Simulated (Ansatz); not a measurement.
## BaTe: stiffness from a series of strains

```xyz
2
Lattice="0.0000 3.4100 3.4100 3.4100 0.0000 3.4100 3.4100 3.4100 0.0000" Properties=species:S:1:pos:R:3 pbc="T T T"
Ba    0.0000    0.0000    0.0000
Te    3.4100    3.4100    3.4100
```

Atom numbers follow the list: Ba1, Te2.

The cell is COD entry 1010423, as deposited and not checked against the literature; nothing was relaxed. It is an old determination, and later ones may differ.

No spin–orbit coupling, which matters for the heavy atoms here.

Theory: DFT, PBEsol, all-electron LAPW, scalar-relativistic in Ansatz 0.2.0.

Numerical set-up: a Γ-centred 10×10×10 k mesh, Fermi–Dirac smearing of 0.05 eV, basis error target 0.25 meV/atom, no spin polarisation.

The strain is applied along the Cartesian axes of the cell as listed (the other components stay zero). Fractional coordinates are held (clamped ions).

σ is the change of stress from the unstrained cell, which is at 1.91 GPa; tension is positive, so slopes are stress–strain coefficients at that pressure.

Only quantities that a quadratic follows smoothly over the whole series are listed; rougher ones are left out.

```tsv
εzz	σzz (GPa)	σxx (GPa)
-0.0200	-2.27	-0.21
0.0000	0.00	0.00
0.0100	0.94	0.10
0.0200	1.76	0.21
```

Question: Fit the series and read off the stiffness at zero strain.

Answer: Least-squares fits y = p0 + p1 x + p2 x² to the rows give σzz (GPa): p1 = 101, p2 = -630; σxx (GPa): p1 = 10.5, p2 = 4.5. So C11 = 101 GPa and C12 = 10 GPa, which gives B = (C11 + 2 C12)/3 = 40 GPa.

Question: One run, at εzz = -0.0100, is withheld. Predict its row.

Answer: The fits give -1.07, -0.11; the run gave -1.06, -0.10.
